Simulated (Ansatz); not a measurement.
Runs of Ansatz 0.2.0 on La2O3. It takes space group P-62m (No. 189, hexagonal). Conventional cell: a = 6.267 Å, b = 6.267 Å, c = 3.300 Å, α = 90.00°, β = 90.00°, γ = 120.00°. La (site symmetry -6) is surrounded by 6 O at 2.45 Å. O (site symmetry m2m) is surrounded by 4 La at 2.45 Å. The cell comes from a database or a generator and needn't be the stable form of this composition.

```tsv
level	cell	k mesh	target pressure (GPa)	gap on the mesh (eV)	pressure (GPa)	relaxed volume (Å³/atom)
PBEsol	relaxed to 2 GPa	4 × 4 × 6	2	1.29	2.0	-
PBEsol	relaxed to 10 GPa	4 × 4 × 6	10	0.89	10.0	-
PBEsol	relaxed to 5 GPa	4 × 4 × 6	5	(b)	5.0	-
revPBE+D3(BJ)	relaxed	5 × 5 × 8	-	1.67	0.0	(a)
revPBE+D4	relaxed	5 × 5 × 8	-	(c)	0.0	22.84
PBEsol	relaxed	4 × 4 × 6	-	1.39	0.0	22.38
```

Alike in all rows: task relaxation of cell and atoms; potentials or basis Ansatz PAW; no spin polarisation; cutoff (eV) 420; smearing fermi-dirac 0.05 eV.

Question: Estimate the missing entries.

Answer: (a) 22.83; (b) 1.14; (c) 1.66.

Caveats: the plane-wave basis is chosen anew once the cell has moved, so the energies of steps on either side of that aren't comparable; spin-orbit coupling is left out, which moves the levels of the heavy elements; the PAW data sets come from PBE, with cores solved anew for the run's functional, which leaves a small shift of forces and pressure; odd divisions of the mesh miss points on the zone boundary, where band edges often lie, so the gap on the mesh can be too wide (some runs).

A k mesh can miss the band edges, and the runs leave out spin-orbit coupling on La.
